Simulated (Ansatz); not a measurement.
CsPbCl3:

```
CELL_PARAMETERS angstrom
5.60500 0.00000 0.00000
0.00000 5.60500 0.00000
0.00000 0.00000 5.60500
ATOMIC_POSITIONS crystal
Pb 0.50000 0.50000 0.50000
Cs 0.00000 0.00000 0.00000
Cl 0.50000 0.00000 0.50000
Cl 0.00000 0.50000 0.50000
Cl 0.50000 0.50000 0.00000
```

* Program: Ansatz 0.2.0
* Task: relaxation of cell and atoms
* Functional: PBEsol
* Dispersion: D3(BJ)
* Potentials or basis: Ansatz PAW
* Cutoff: 420 eV (not typed: the program's choice for these potentials)
* k mesh: 5 × 5 × 5
* Occupations: fermi-dirac, width 0.05 eV
* Spin: no spin polarisation

At the start: volume 35.22 Å³/atom.

Problem. Where does the relaxation end?

Solution. It ends after 4 steps and the volume is 34.22 Å³/atom (-2.8 %); space group Pm-3m (No. 221, to 0.05 Å).

The path:
| step | energy change (eV) | largest force (eV/Å) | volume (Å³) |
| --- | --- | --- | --- |
| 1 | 0.0000 | 0.0000 | 176.09 |
| 2 | -0.0099 | 0.0000 | 172.89 |
| 3 | -0.0114 | 0.0000 | 171.09 |
| 4 | -0.0113 | 0.0000 | 171.09 |

Final structure:
```
Pb Cs Cl
1.0
     5.55147    0.00000    0.00000
     0.00000    5.55147    0.00000
     0.00000    0.00000    5.55147
Pb Cs Cl
1 1 3
Direct
  0.50000 0.50000 0.50000
  0.00000 0.00000 0.00000
  0.50000 0.00000 0.50000
  0.00000 0.50000 0.50000
  0.50000 0.50000 0.00000
```

Caveat: the plane-wave basis is chosen anew once the cell has moved, so the energies of steps on either side of that aren't comparable; the PAW data sets come from PBE, with cores solved anew for the run's functional, which leaves a small shift of forces and pressure.
